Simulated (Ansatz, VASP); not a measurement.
# WC in VASP and in Ansatz

```
W C
1.0
     0.00000    2.19268    2.19268
     2.19268    0.00000    2.19268
     2.19268    2.19268    0.00000
W C
1 1
Direct
  0.00000 0.00000 0.00000
  0.50000 0.50000 0.50000
```

Measurements of this composition are mostly on another form, of space group No. 187.

Alike in both runs: task single point; functional PBEsol; k mesh 10 × 10 × 10; no spin polarisation.

|  | VASP | Ansatz |
| --- | --- | --- |
| version | VASP 6.6.1 | Ansatz 0.2.0 |
| potentials or method | VASP PAW PBE potentials, release 64 (W_sv, C) | plane waves, PAW |
| plane-wave cutoff (eV) | 520 | 420 |
| occupations | fermi-dirac, width 0.1 eV | fermi-dirac |
| valence electrons in the cell | 18 | 18 |

Ansatz gave:

| Quantity | Value |
| --- | --- |
| pressure (GPa) | -10.1 |

Question: What did VASP give for the same quantities?

Answer: Pressure (GPa): -9.1.

Caveats: the PAW data sets were made with another functional, which shifts forces and pressure a little (VASP). The runs have no spin-orbit coupling, so splittings on W are missing.
